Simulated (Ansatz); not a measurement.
ZrC:

```
CELL_PARAMETERS angstrom
0.00000 2.36500 2.36500
2.36500 0.00000 2.36500
2.36500 2.36500 0.00000
ATOMIC_POSITIONS crystal
Zr 0.50000 0.50000 0.50000
C 0.00000 0.00000 0.00000
```

* Program: Ansatz 0.2.0
* Task: relaxation of cell and atoms
* Functional: PBE0
* Potentials or basis: Ansatz PAW
* Cutoff: 420 eV (not typed: the program's choice for these potentials)
* k mesh: 5 × 5 × 5
* Occupations: fermi-dirac, width 0.05 eV
* Spin: no spin polarisation

At the start: volume 13.23 Å³/atom.

Problem. Where does the relaxation end?

Solution. It ends after 4 steps and the volume is 12.94 Å³/atom (-2.2 %); space group Fm-3m (No. 225, to 0.05 Å).

The path:
```tsv
step	energy change (eV)	largest force (eV/Å)	volume (Å³)
1	0.0000	0.0000	26.46
2	-0.0101	0.0000	25.89
3	-0.0102	0.0000	25.87
4	-0.0095	0.0000	25.87
```

Final structure:
```yaml
crystal:
  lattice:
    - [0.00000, 2.34747, 2.34747]
    - [2.34747, 0.00000, 2.34747]
    - [2.34747, 2.34747, 0.00000]
  atoms:
    - { symbol: Zr, position: [0.50000, 0.50000, 0.50000] }
    - { symbol: C, position: [0.00000, 0.00000, 0.00000] }
```

Caveat: the k mesh is coarse (spacing up to 0.46 Å⁻¹), so the values aren't converged, least of all with exact exchange; the plane-wave basis is chosen anew once the cell has moved, so the energies of steps on either side of that aren't comparable; the PAW data sets come from PBE, with cores solved anew for the run's functional, which leaves a small shift of forces and pressure.
